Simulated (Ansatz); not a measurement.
Reactions of `OCc1ccccc1`.

Isolated molecules relaxed with PBE0-D4/def2-TZVP in Ansatz; ΔE leaves out vibrations. CBS: MP2 limit from def2 TZ/QZ plus the TZ coupled-cluster correction, frozen cores. This one scheme is used for every species, atoms too. For atomizations the MP2-based limit and the directly extrapolated one differ by several kJ/mol either way, and by 10 to 25 for some Ge, Se and Sn compounds, so smaller differences from it don't rank the levels. Functionals use def2-TZVPP. Open shells (•) are unrestricted, without spin–orbit coupling. Spin–orbit coupling would lower the free atoms: a little for C, O. One conformer a species, not always the lowest.

```tsv
reaction	LDA (SPW92) (kJ/mol)
`OCc1ccccc1` → `[CH2]` (triplet) + `Oc1ccccc1`	480
`OCc1ccccc1` → `Cc1ccc(O)cc1`	-39
`OCc1ccccc1` → 7 C• + 8 H• + O•	8536
`OCc1ccccc1` + CH₃NH₂ → `CNc1ccccc1` + CH₃OH	-7
`OCc1ccccc1` + `O[SiH3]` → `OCO[SiH3]` + `c1ccccc1`	31
`OCc1ccccc1` + `Cc1ccccc1` → `c1ccc(CCc2ccccc2)cc1` + H₂O	-43
`OCc1ccccc1` → `Cc1ccccc1O`	-45
`OCc1ccccc1` + CH₃NH₂ → `CNCO` + `c1ccccc1`	6
`OCc1ccccc1` + H₂ → `Cc1ccccc1` + H₂O	-97
`OCc1ccccc1` → `COc1ccccc1`	13
```

Q: Give the CCSD(T)/CBS values in the same order. (Estimate.)

A: Ansatz gave: 419, -23, 7355, 12, 32, -60, -29, 10, -111, 28 kJ/mol.

Largest T1 diagnostic: 0.011, for `OCO[SiH3]`.
